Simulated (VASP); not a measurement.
Zn4F3, 7 atoms in the cell. It takes space group Im-3m (No. 229, cubic). Conventional cell: a = 6.043 Å, b = 6.043 Å, c = 6.043 Å, α = 90.00°, β = 90.00°, γ = 90.00°. Around Zn (site symmetry -3m) lie 6 F at 2.62 Å. F (site symmetry 4/mmm) has 8 Zn at 2.62 Å as nearest neighbours. The cell was built by a generator and needn't be a form met in nature. The cell isn't the ideal one: random cell by space group and Wyckoff sites (Im-3m, No. 229).

| Property | Result |
| --- | --- |
| Program | VASP 6.6.1 |
| Task | relaxation of cell and atoms |
| Functional | PBE |
| Potentials or basis | VASP PAW PBE potentials, release 64 (Zn, F) |
| Cutoff | 600 eV |
| k mesh | 4 × 4 × 4 |
| Occupations | gaussian, width 0.1 eV |
| Spin | no spin polarisation |
| Dipole correction | no |
| Further INCAR settings | ALGO = Normal; EDIFF = 1e-06; IBRION = 2; EDIFFG = -0.04; NSW = 90; ISIF = 3 |

Potentials or basis: VASP PAW PBE potentials, release 64 (Zn, F).

Run with:

```bash
$ cat potpaw_PBE.64/Zn/POTCAR potpaw_PBE.64/F/POTCAR > POTCAR
$ mpirun -np 1 vasp_std > vasp.out
```

Hardware: 1 thread of Intel(R) Xeon(R) Platinum 8259CL CPU @ 2.50GHz (Skylake/Cascade Lake), with other jobs on the host.

Problem. How long does it take, and how much memory?

Solution. Run time: 110 s on 1 thread of Intel(R) Xeon(R) Platinum 8259CL CPU @ 2.50GHz (Skylake/Cascade Lake), with other jobs on the host, peak memory 0.27 GiB. Counts: scf iterations 33, k points 8, ion steps 3.
